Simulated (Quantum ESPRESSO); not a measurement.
**Si2Ni under changes of volume**

One of the cells (13.166 Å³/atom); the others are scaled copies at fixed shape and fractional positions:

```
CELL_PARAMETERS angstrom
0.00000 2.70300 2.70300
2.70300 0.00000 2.70300
2.70300 2.70300 0.00000
ATOMIC_POSITIONS crystal
Ni 0.00000 0.00000 0.00000
Si 0.75000 0.75000 0.75000
Si 0.25000 0.25000 0.25000
```

```yaml
Program: Quantum ESPRESSO 7.5
Functional: PBEsol
Potentials_or_basis: GBRV 1.5 PBEsol
Cutoff: 612 eV
Density_cutoff: 4898 eV
k_mesh: 9 × 9 × 9
Occupations: fermi-dirac, width 0.05 eV
Spin: collinear spin, ferromagnetic start
Starting_moments: "[1.0, 0.0, 0.0] μB"
```

```csv
volume (Å³/atom),energy over the lowest point (meV/atom),pressure (GPa)
12.376,?,?
12.639,8.66,5.9
12.902,1.60,2.4
13.166,0.00,-0.8
13.429,3.41,-3.7
13.692,11.37,-6.4
13.956,23.53,-8.7
```

**Question.** What does the run at 12.376 Å³/atom give?

**Answer.** Energy over the lowest point 21.72 meV/atom; pressure 9.8 GPa.

Worked out: A Birch-Murnaghan fit of order 3 (a polynomial in V^(-2/3)) to the other rows has its minimum at 13.11 Å³/atom with B0 = V·E''(V) = 154 GPa and B' = 3.6. It gives 21.72 meV/atom at 12.376 Å³/atom, against the run's 21.72, and -dE/dV = 9.9 GPa, against 9.8.

Energies are extrapolated to zero smearing.
